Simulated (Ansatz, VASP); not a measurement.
## Ir: VASP beside Ansatz

Contents of INCAR:

```
ALGO     = Normal         # electronic algorithm
EDIFF    = 1E-7           # SCF threshold, eV
ENCUT    = 520            # plane-wave cutoff, eV
GGA      = PE             # functional
ISIF     = 2              # what is computed and relaxed
ISMEAR   = -1             # smearing method
LASPH    = True           # aspherical terms in the spheres
LCHARG   = True           # write CHGCAR
LELF     = True           # ELF
LREAL    = False          # projectors in reciprocal space
LVHAR    = True         
LWAVE    = False          # write WAVECAR
NBANDS   = 16             # bands
NELM     = 100            # most SCF steps
PREC     = Accurate       # precision mode
SIGMA    = 0.1            # smearing width, eV
```

File KPOINTS:

```
k-points
0
Gamma
  15 15 8
```

File POSCAR:

```
Ir
1.0
    2.7486254586      0.0000000000      0.0000000000
   -1.3743127293      2.3803794726      0.0000000000
    0.0000000000      0.0000000000      4.4579354640
Ir
2
Direct
    0.3333333333      0.6666666667      0.2500000000
    0.6666666667      0.3333333333      0.7500000000
```

Input for Ansatz:

```yaml
crystal:
  lattice:
    - [2.7486254586, 0.0, 0.0]
    - [-1.3743127293, 2.3803794726, 0.0]
    - [0.0, 0.0, 4.457935464]
  atoms:
    - { symbol: Ir, position: [0.3333333333, 0.6666666667, 0.25] }
    - { symbol: Ir, position: [0.6666666667, 0.3333333333, 0.75] }
hamiltonian:
  xc: pbe
  pseudopotentials:
    kind: paw
    azcp:
      Ir: "pseudopotentials/Ir.paw.azcp"
basis:
  ecutwfc: 420
  fft_grid_basis: typed
kpoints:
  mp_grid: { grid: [15, 15, 8], shift: [0, 0, 0] }
magnetization:
  spin_polarized: false
scf:
  occupations: { method: fermi_dirac, width: 0.1 }
  lower_state_search: "off"
output:
  stress: true
```

Alike in both runs: task single point; functional PBE; k mesh 15 × 15 × 8; occupations fermi-dirac, width 0.1 eV; no spin polarisation.

|  | VASP | Ansatz |
| --- | --- | --- |
| version | VASP 6.6.1 | Ansatz 0.2.0 |
| potentials or method | VASP PAW PBE potentials, release 64 (Ir) | plane waves (420 eV) with PAW, scalar-relativistic |
| plane-wave cutoff (eV) | 520 | 420 |
| valence electrons in the cell | 18 | 34 |

```tsv
	VASP	Ansatz	Ansatz less VASP
pressure (GPa)	0.3	-0.2	-0.50
largest component of the traceless stress (GPa)	0.11	0.14	+0.034
```

The two sets of potentials don't hold the same shells in valence.

Spin-orbit coupling is left out, which matters for the levels of Ir.
